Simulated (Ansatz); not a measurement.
# SiC: moving C off its site

SiC, F-43m, a = 4.356 Å. The compound has several low-lying forms, and this is one of them. Ansatz: r2SCAN, PAW, 500 eV, Γ-centred 6×6×6 mesh on 8 atoms, Gaussian smearing 0.05 eV; no spin polarisation.

```xyz
8
Lattice="4.3563 0.0000 0.0000 0.0000 -4.3563 0.0000 0.0000 0.0000 -4.3563" Properties=species:S:1:pos:R:3 pbc="T T T"
Si    0.0000    0.0000    0.0000
Si    2.1781   -2.1781    0.0000
Si    2.1781    0.0000   -2.1781
Si    0.0000   -2.1781   -2.1781
C     3.2672   -3.2672   -3.2672
C     1.0891   -1.0891   -3.2672
C     1.0891   -3.2672   -1.0891
C     3.2672   -1.0891   -1.0891
```

Atom 5 (C) moves by x along the unit vector (0.000, 0.000, 1.000), with its periodic images; all else is held. y is the free energy of the cell over the start, F the force along the path summed over the moved atoms. Symmetry makes y even in x.

```
 x (Å) y (meV) F (eV/Å)
-0.200        ?         ?
-0.120    172.5      2.86
-0.040     19.3      0.96
 0.000      0.0      0.00
 0.060     43.3     -1.44
 0.080     76.9     -1.92
 0.100    120.0     -2.39
 0.140    234.3     -3.32
 0.160    305.4     -3.78
 0.180    385.6     -4.23
```

Problem. Fit y = c2 x² + c4 x⁴ to the energies of the other rows, give the force constant, and predict energy and force of the missing row.

Solution. Least squares on the rows shown. y = 12041 x² − 4334.2 x⁴. The force constant is 2 c2 = 24.1 eV/Å² (for all images moving together, not for a lone atom). The force −dy/dx at the missing row is 4.68 eV/Å (computed 4.68). At x = -0.200 the fit asked for gives 474.7 meV. The run gave 474.7 meV, the same to the digits shown.

Cost: 10 runs of about 3.9 core-minutes in all, on Intel Xeon Platinum 8259CL (Skylake/Cascade Lake) (shared hosts).